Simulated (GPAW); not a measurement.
Write an ASE script for GPAW 26.7.0 that does the following.

- Task: single point
- Functional: PBE
- Potentials or basis: GPAW PAW data sets (gpaw-data 1.2.1)
- Cutoff: 800 eV
- Basis: pw
- k mesh: 10 × 10 × 8
- Occupations: gaussian, width 0.013 eV
- Spin: no spin polarisation
- Maxiter: 150

The structure of ZrB2 lies in ZrB2.xyz:

```xyz
3
Lattice="3.1700000000 0.0000000000 0.0000000000 -1.5850000000 2.7453005300 0.0000000000 0.0000000000 0.0000000000 3.5330000000" Properties=species:S:1:pos:R:3 pbc="T T T"
Zr     0.0000000000      0.0000000000      0.0000000000
B      1.5850000002      0.9151001766      1.7665000000
B     -0.0000000002      1.8302003534      1.7665000000
```

These files were run (other wordings do the same):

run.py

```python
from ase.dft.bandgap import bandgap
from ase.io import read, write
from ase.units import GPa
from gpaw import GPAW, PW

atoms = read('ZrB2.xyz')

calc = GPAW(mode=PW(800),
            xc='PBE',
            kpts={'size': (10, 10, 8), 'gamma': True},
            occupations={'name': 'methfessel-paxton', 'order': 0, 'width': 0.013000000000000001},
            nbands=20,
            convergence={'density': 1e-05, 'energy': 1e-05},
            maxiter=150,
            txt='gpaw.txt')
atoms.calc = calc
energy = atoms.get_potential_energy()
forces = atoms.get_forces()
stress = atoms.get_stress()
calc.write('gs.gpw')
write('result.traj', atoms)
print(f'Energy: {energy:.6f} eV')
print('Forces (eV/A):')
print(forces.round(4))
print('Stress (GPa):', (stress / GPa).round(3))
print('Fermi level:', round(calc.get_fermi_level(), 4), 'eV')
print(f'Gap: {bandgap(calc)[0]:.4f} eV, direct: {bandgap(calc, direct=True)[0]:.4f} eV')
```

Potentials or basis: GPAW PAW data sets (gpaw-data 1.2.1), pw.

Run with:

```console
$ OMP_NUM_THREADS=1 python run.py
```

It gave:

```json
{
 "Pressure": "-0.1 GPa",
 "Band gap on the k mesh": "none (metal or under the smearing width)"
}
```

Run time: 41 s on 1 thread of Arm Neoverse V1, on a shared host, peak memory 0.19 GiB.
